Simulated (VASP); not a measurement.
# ZnS (F-43m) in VASP: notebook, part 2 of 2

VASP 6.6.1. The steps go on from the part before.

## (3) Optical spectrum, PBE

INCAR reads:

```
ALGO = Fast
CSHIFT = 0.1
EDIFF = 1E-7
ENCUT = 520
GGA = PE
ISIF = 2
ISMEAR = 0
LASPH = True
LCHARG = False
LOPTICS = True
LREAL = False
LWAVE = False
NBANDS = 57
NEDOS = 1000
NELM = 80
PREC = Accurate
SIGMA = 0.03
```

KPOINTS reads:

```
k-points
0
Gamma
  10 10 10
```

POSCAR reads:

```
ZnS                                     
1.0
    0.0000000000      2.6803314388      2.6803314388
    2.6803314388      0.0000000000      2.6803314388
    2.6803314388      2.6803314388      0.0000000000
  Zn              S             
     1     1
Direct
     0.2500000000000000    0.2500000000000000    0.2500000000000000
     0.0000000000000000    0.0000000000000000    0.0000000000000000
```

Potentials or basis: VASP PAW PBE potentials, release 64 (Zn, S).

Command:

```bash
> cat potpaw_PBE.64/Zn/POTCAR potpaw_PBE.64/S/POTCAR > POTCAR
> mpirun -np 1 vasp_std > vasp.out
```

OUTCAR:

```text
EDIFF = 1E-7
   ENCUT = 520
   GGA = PE
   ISIF = 2
   ISMEAR = 0
   LASPH = True
   LREAL = False
   NELM = 80
   PREC = Accurate

 ion  position               nearest neighbor table
   1  0.250  0.250  0.250-   2 2.32   2 2.32   2 2.32   2 2.32
   2  0.000  0.000  0.000-   1 2.32   1 2.32   1 2.32   1 2.32

  LATTYP: Found a face centered cubic cell.
 ALAT       =     5.3606628776

  Lattice vectors:

 A1 = (   0.0000000000,   2.6803314388,   2.6803314388)
 A2 = (   2.6803314388,   0.0000000000,   2.6803314388)
 A3 = (   2.6803314388,   2.6803314388,   0.0000000000)

Analysis of symmetry for initial positions (statically):
=====================================================================
 Subroutine PRICEL returns:
 Original cell was already a primitive cell.

 Routine SETGRP: Setting up the symmetry group for a
 face centered cubic supercell.

 Subroutine GETGRP returns: Found 24 space group operations
 (whereof 24 operations were pure point group operations)
 out of a pool of 48 trial point group operations.

[... 771 lines left out ...]
 -----------------------------------------------------------------------------------
      1.34017      1.34017      1.34017         0.000000      0.000000      0.000000
      0.00000      0.00000      0.00000        -0.000000     -0.000000     -0.000000
 -----------------------------------------------------------------------------------
    total drift:                               -0.000001     -0.000001     -0.000001

  FREE ENERGIE OF THE ION-ELECTRON SYSTEM (eV)
  ---------------------------------------------------
  free  energy   TOTEN  =        -6.8311970062 eV

  energy  without entropy=       -6.8311970062  energy(sigma->0) =       -6.83119701

 electrical conductivity sigma (Mega S m-1) (frequency dependency in vasprun.xml)
  --------------------------------------------------------------------------------------
       0.000      -0.000      -0.000
      -0.000       0.000       0.000
       0.000       0.000       0.000

  frequency dependent IMAGINARY DIELECTRIC FUNCTION (independent particle, no local field effects) density-density
     E(ev)      X         Y         Z        XY        YZ        ZX
  --------------------------------------------------------------------------------------------------------------
     0.00000     0.00000     0.00000     0.00000     0.00000     0.00000     0.00000
     0.92340     0.03533     0.03533     0.03533     0.00000     0.00000     0.00000
     1.84679     0.13769     0.13769     0.13769     0.00000     0.00000     0.00000
     2.77019     0.81561     0.81561     0.81561     0.00000     0.00000     0.00000
     3.69359     2.20345     2.20345     2.20345     0.00000    -0.00000     0.00000
     4.61698     4.14371     4.14371     4.14371    -0.00000    -0.00000     0.00000
[... 92 lines left out ...]
    90.49290     0.00013     0.00013     0.00013     0.00000    -0.00000    -0.00000
    91.41630     0.00013     0.00013     0.00013     0.00000    -0.00000    -0.00000

  frequency dependent      REAL DIELECTRIC FUNCTION (independent particle, no local field effects) density-density
     E(ev)        X           Y           Z          XY          YZ          ZX
  --------------------------------------------------------------------------------------------------------------
     0.00000     6.29424     6.29424     6.29424     0.00000     0.00000     0.00000
     0.92340     6.44793     6.44793     6.44793    -0.00000    -0.00000     0.00000
     1.84679     7.08239     7.08239     7.08239    -0.00000    -0.00000     0.00000
     2.77019     8.56231     8.56231     8.56231    -0.00000    -0.00000     0.00000
     3.69359     9.04433     9.04433     9.04433    -0.00000    -0.00000     0.00000
     4.61698     9.54469     9.54469     9.54469     0.00000     0.00000    -0.00000
[... 92 lines left out ...]
    90.49290     0.94781     0.94781     0.94781     0.00000     0.00000    -0.00000
    91.41630     0.94902     0.94902     0.94902     0.00000     0.00000    -0.00000

  frequency dependent IMAGINARY DIELECTRIC FUNCTION (independent particle, no local field effects) current-current
     E(ev)      X         Y         Z        XY        YZ        ZX
  --------------------------------------------------------------------------------------------------------------
     0.00000    11.47047    11.47047    11.47047     0.00000     0.00000     0.00000
     0.92340     1.21500     1.21500     1.21500     0.00000     0.00000     0.00000
     1.84679     0.79626     0.79626     0.79626     0.00000     0.00000     0.00000
     2.77019     1.36221     1.36221     1.36221     0.00000     0.00000     0.00000
     3.69359     2.64146     2.64146     2.64146     0.00000     0.00000     0.00000
     4.61698     4.52755     4.52755     4.52755     0.00000    -0.00000     0.00000
[... 92 lines left out ...]
    90.49290     0.00002     0.00002     0.00002    -0.00000     0.00000    -0.00000
    91.41630     0.00002     0.00002     0.00002    -0.00000     0.00000    -0.00000

  frequency dependent      REAL DIELECTRIC FUNCTION (independent particle, no local field effects) current-current
     E(ev)        X           Y           Z          XY          YZ          ZX
  --------------------------------------------------------------------------------------------------------------
     0.00000     6.28758     6.28758     6.28758    -0.00000    -0.00000     0.00000
     0.92340     6.43895     6.43895     6.43895    -0.00000    -0.00000     0.00000
     1.84679     7.06597     7.06597     7.06597    -0.00000    -0.00000     0.00000
     2.77019     8.49741     8.49741     8.49741    -0.00000    -0.00000     0.00000
     3.69359     8.93378     8.93378     8.93378    -0.00000    -0.00000     0.00000
     4.61698     9.36392     9.36392     9.36392     0.00000    -0.00000     0.00000
[... 92 lines left out ...]
    90.49290     0.94781     0.94781     0.94781     0.00000     0.00000    -0.00000
    91.41630     0.94903     0.94903     0.94903     0.00000     0.00000    -0.00000
```

Wall time 63 s (1 thread of AMD EPYC 9R45 (Zen 5), shared host); peak memory 0.21 GiB.

What came out:

```yaml
Free_energy: -6.8312 eV
Pressure: 3.7 GPa
Band_gap_on_the_k_mesh: 2.22 eV, direct
```

Dielectric function (mean over the directions given):
| energy (eV) | real part | imaginary part |
| --- | --- | --- |
| 0.28 | 6.31 | 0.01 |
| 1.29 | 6.61 | 0.06 |
| 2.31 | 7.07 | 0.57 |
| 3.32 | 8.58 | 1.41 |
| 4.34 | 7.26 | 6.52 |
| 5.45 | 10.65 | 4.94 |
| 6.46 | 3.64 | 11.17 |
| 7.48 | 0.53 | 8.45 |
| 8.50 | -3.01 | 5.67 |
| 9.51 | -1.61 | 2.73 |
| 10.62 | -1.68 | 2.42 |
| 11.63 | -1.45 | 1.82 |
| 12.65 | -1.06 | 1.27 |
| 13.67 | -0.70 | 1.07 |
| 14.68 | -0.51 | 0.76 |
| 15.79 | -0.28 | 0.44 |
| 16.81 | 0.02 | 0.51 |
| 17.82 | 0.00 | 0.37 |
| 18.84 | 0.17 | 0.41 |
| 19.95 | 0.15 | 0.40 |

Caveat: spectra need much finer meshes, so this one isn't converged; independent-particle spectra lack excitons.

## (4) Band structure, PBE

INCAR reads:

```
SYSTEM = ZnS
PREC = Accurate
ENCUT = 520
EDIFF = 1E-7
ISMEAR = 0
SIGMA = 0.03
LREAL = .False.
LASPH = .True.
NELM = 80
ALGO = Normal
ISIF = 2
LWAVE = .False.
LCHARG = .False.
GGA = PE
```

KPOINTS reads:

```
Automatic mesh
0
Gamma
  10 10 10
  0 0 0
```

POSCAR reads:

```
ZnS                                     
1.0
    0.0000000000      2.6803314387      2.6803314387
    2.6803314387      0.0000000000      2.6803314387
    2.6803314387      2.6803314387      0.0000000000
  Zn              S             
     1     1
Direct
     0.2500000000000000    0.2500000000000000    0.2500000000000000
     0.0000000000000000    0.0000000000000000    0.0000000000000000
```

KPOINTS_OPT reads:

```
explicit points
252
Reciprocal
 0.0000000000  0.0000000000  0.0000000000 1
 0.0357142857  0.0000000000  0.0357142857 1
 0.0714285714  0.0000000000  0.0714285714 1
 0.1071428571  0.0000000000  0.1071428571 1
 0.1428571429  0.0000000000  0.1428571429 1
 0.1785714286  0.0000000000  0.1785714286 1
[... 244 lines left out ...]
 0.5106428600  0.0212857300  0.5106428600 1
 0.4893571400 -0.0212857300  0.4893571400 1
```

Command:

```bash
> cat potpaw_PBE.64/Zn/POTCAR potpaw_PBE.64/S/POTCAR > POTCAR
> mpirun -np 1 vasp_std > vasp.out
```

Wall time 34 s (1 thread of Intel Xeon 6975P-C (Granite Rapids), shared host); peak memory 0.18 GiB.

The run converged. Its results:

- Free energy: -6.8312 eV
- Pressure: 3.7 GPa
- Band gap on the k mesh: 2.22 eV, direct
- Band gap along the path: 2.22 eV, direct

Levels at the corners of the path, in eV from the valence-band top:
```tsv
point	band 5	band 6	band 7	band 8	band 9	band 10	band 11	band 12	band 13
Γ	-5.91	-5.91	0.00	0.00	0.00	2.22	6.38	6.38	6.38
X	-5.83	-5.69	-4.65	-2.31	-2.31	3.35	4.07	11.15	12.13
X	-5.83	-5.69	-4.65	-2.31	-2.31	3.35	4.07	11.15	12.13
W	-5.95	-5.49	-4.70	-2.87	-2.81	5.70	6.15	7.93	8.23
W	-5.95	-5.49	-4.70	-2.87	-2.81	5.70	6.15	7.93	8.23
K	-5.87	-5.54	-4.74	-3.23	-1.88	4.11	6.02	9.47	9.85
K	-5.87	-5.54	-4.74	-3.23	-1.88	4.11	6.02	9.47	9.85
Γ	-5.91	-5.91	0.00	0.00	0.00	2.22	6.38	6.38	6.38
Γ	-5.91	-5.91	0.00	0.00	0.00	2.22	6.38	6.38	6.38
L	-5.88	-5.70	-5.45	-0.90	-0.90	3.36	6.91	6.91	8.97
L	-5.88	-5.70	-5.45	-0.90	-0.90	3.36	6.91	6.91	8.97
U	-5.87	-5.54	-4.74	-3.23	-1.88	4.11	6.02	9.47	9.85
U	-5.87	-5.54	-4.74	-3.23	-1.88	4.11	6.02	9.47	9.85
W	-5.95	-5.49	-4.70	-2.87	-2.81	5.70	6.15	7.93	8.23
W	-5.95	-5.49	-4.70	-2.87	-2.81	5.70	6.15	7.93	8.23
L	-5.88	-5.70	-5.45	-0.90	-0.90	3.36	6.91	6.91	8.97
L	-5.88	-5.70	-5.45	-0.90	-0.90	3.36	6.91	6.91	8.97
K	-5.87	-5.54	-4.74	-3.23	-1.88	4.11	6.02	9.47	9.85
U	-5.87	-5.54	-4.74	-3.23	-1.88	4.11	6.02	9.47	9.85
X	-5.83	-5.69	-4.65	-2.31	-2.31	3.35	4.07	11.15	12.13
```

## (5) Overview

| task | k mesh | monkhorst-Pack mesh | further INCAR settings | gap on the mesh (eV) | pressure (GPa) |
| --- | --- | --- | --- | --- | --- |
| dielectric tensor | 14 × 14 × 14 | yes | ALGO = Fast; EDIFF = 1e-08 | - | - |
| optical spectrum | 10 × 10 × 10 | - | ALGO = Fast; EDIFF = 1e-07; NBANDS = 57 | 2.22 | 3.7 |
| band structure | 10 × 10 × 10 | - | ALGO = Normal; EDIFF = 1e-07 | 2.22 | 3.7 |

Alike in all rows: level PBE; potentials or basis VASP PAW PBE potentials, release 64 (Zn, S); no spin polarisation; cell as given; cutoff (eV) 520; smearing gaussian 0.03 eV.

Caveats: spectra need much finer meshes, so this one isn't converged (some runs); independent-particle spectra lack excitons (some runs).

Total energies depend on the potentials used, so only differences within one code and one set of settings carry meaning.

## (6) Against experiment

Step 2. Against the measured high-frequency dielectric constant of ZnS, 5.14 (a printed reference work, monograph), the calculated 5.89 is off by +14.6 %.

Step 3. Measured gap of ZnS: 3.85 eV (direct; 19 K; quoted in “Electronic, vibrational, and thermodynamic properties of ZnS (zincblende and rocksalt structure)”, 2009, arxiv:0911.5022). This calculation gives 2.22 eV (-1.63 eV). The value is that of PBE, without temperature or zero-point motion. Semilocal functionals fall short of measured gaps as a rule.

Step 4. A measured gap of ZnS is 3.85 eV (direct; 19 K; quoted in “Electronic, vibrational, and thermodynamic properties of ZnS (zincblende and rocksalt structure)”, 2009, arxiv:0911.5022); the calculated 2.22 eV misses it by -1.63 eV. The value is that of PBE, without temperature or zero-point motion. Semilocal functionals fall short of measured gaps as a rule.
